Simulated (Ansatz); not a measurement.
Ga:

```
Ga
1.0
     1.38300   -4.02650    0.00000
     1.38300    4.02650    0.00000
    -0.11745    0.00000    3.32993
Ga
2
Direct
  0.13100 0.86900 0.75000
  0.86900 0.13100 0.25000
```

This isn't the form of Ga at room conditions, which is orthorhombic.

| Quantity | Value |
| --- | --- |
| Program | Ansatz 0.2.0 |
| Task | relaxation of cell and atoms |
| Functional | RPBE |
| Dispersion | D3(BJ) |
| Potentials or basis | Ansatz PAW |
| Cutoff | 420 eV (not typed: the program's choice for these potentials) |
| k mesh | 10 × 10 × 8 |
| Occupations | fermi-dirac, width 0.05 eV |
| Spin | no spin polarisation |

At the start: volume 18.54 Å³/atom.

**Question.** Where does the relaxation end?

**Answer.** It ends after 9 steps and the volume is 14.98 Å³/atom (-19.2 %); space group Cmcm (No. 63, to 0.05 Å).

The path:
```csv
step,energy change (eV),largest force (eV/Å),volume (Å³)
1,0.0000,0.3016,37.09
2,-0.3066,0.1677,33.03
3,-0.4106,0.0815,30.14
4,-0.4191,0.0100,29.75
5,-0.4213,0.0110,29.98
6,-0.4229,0.0029,29.98
7,-0.4231,0.0021,29.97
8,-0.4231,0.0013,29.96
9,-0.4203,0.0012,29.96
```

Final structure:
```
CELL_PARAMETERS angstrom
1.31009 -3.90882 0.02387
1.31009 3.90882 0.02387
-0.05378 0.00000 2.92438
ATOMIC_POSITIONS crystal
Ga 0.13339 0.86661 0.75000
Ga 0.86661 0.13339 0.25000
```

Caveat: the volume moved by over 15 % at a fixed basis, so the end points are rough; the plane-wave basis is chosen anew once the cell has moved, so the energies of steps on either side of that aren't comparable; the volume moved by -19 % from the deposited cell, more than functionals usually miss; pairwise dispersion overbinds metals, which lowers pressure and volume; the PAW data sets come from PBE, with cores solved anew for the run's functional, which leaves a small shift of forces and pressure.
